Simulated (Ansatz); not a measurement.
**HfC across functionals**

```yaml
crystal:
  lattice:
    - [0.00000, 2.32500, 2.32500]
    - [2.32500, 0.00000, 2.32500]
    - [2.32500, 2.32500, 0.00000]
  atoms:
    - { symbol: Hf, position: [0.50000, 0.50000, 0.50000] }
    - { symbol: C, position: [0.00000, 0.00000, 0.00000] }
```

Atom numbers follow the list: Hf1, C2.

The cell is COD entry 1539502, as deposited and not checked against the literature; nothing was relaxed.

No spin–orbit coupling, which matters for the heavy atoms here.

One fixed cell is solved with several functionals by PAW with the default files in Ansatz 0.2.0, scalar-relativistically. A positive pressure means that the functional wants a larger cell.

The PAW files were made with PBE; their cores are remade for each functional.

Settings: a Γ-centred 15×15×15 k mesh, Fermi–Dirac smearing of 0.05 eV, cutoff 420 eV, no spin polarisation.

Cutoffs: PBE 420 eV, LDA 420 eV, PBEsol 420 eV, r²SCAN 500 eV.

(1) One of the runs gave P (GPa) = -6.56, lowest level at Γ above −25 eV, from the valence-band top or, without a gap, the Fermi level (eV) = -12.28. Which setting was it?
A. r²SCAN
B. PBE
C. PBEsol
D. LDA

Results:

(1) C. The full set:
```
setting  P (GPa)  lowest level at Γ above −25 eV, from the valence-band top or, without a gap, the Fermi level (eV)
    PBE     0.20                                                                                             -12.31
    LDA   -11.91                                                                                             -12.17
 PBEsol    -6.56                                                                                             -12.28
 r²SCAN    -1.45                                                                                             -13.06
```
